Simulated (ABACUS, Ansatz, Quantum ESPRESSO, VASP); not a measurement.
## SrCl2: energy against volume and a worked fit

The structure is cubic, space group Fm-3m (No. 225). The conventional cell has a = 6.977 Å, b = 6.977 Å, c = 6.977 Å, α = 90.00°, β = 90.00°, γ = 90.00°. Sr (site symmetry m-3m) has 8 Cl at 3.02 Å as nearest neighbours. Around Cl (site symmetry -43m) lie 4 Sr at 3.02 Å.

The cell was scaled at fixed shape and fractions and run with VASP, PBE PAW files Cl, Sr_sv, 520 eV; PBE, k mesh 7 × 7 × 7 on the cell of 3 atoms, fermi-dirac occupations of 0.05 eV, no spin polarisation, no spin-orbit coupling. Energies are those that the program minimises, any entropy of the smearing included.

```csv
V (Å³/atom),energy over the lowest row (meV/atom)
26.6009,28.52
27.1669,16.69
27.7329,8.26
28.2989,?
28.8648,0.21
29.4308,0.00
29.9968,1.99
```

Task: Fit the third-order Birch-Murnaghan form, give V0, B0 and B′, and predict the energy left open.

Result: With y = (V0/V)^(2/3), E = E0 + (9 V0 B0/16) [(y - 1)³ B′ + (y - 1)² (6 - 4y)]. Least squares through the rows shown give V0 = 29.1967 Å³/atom, E0 = -0.19 meV, B0 = 33.55 GPa (1 eV/Å³ = 160.218 GPa) and B′ = 4.56, with a largest miss of 0.01 meV. At V = 28.2989 the form with these constants gives 2.87 meV; the run gave 2.86 meV an atom. Other set-ups at this level, from all their volumes (Å³/atom, GPa): ABACUS, PseudoDojo NC SR 0.4.1 PBE standard, plane waves: V0 29.073, B0 33.66; Ansatz, all-electron LAPW, scalar-relativistic: V0 29.092, B0 33.65; Quantum ESPRESSO, SSSP 1.3 efficiency PBE: V0 29.079, B0 33.65.
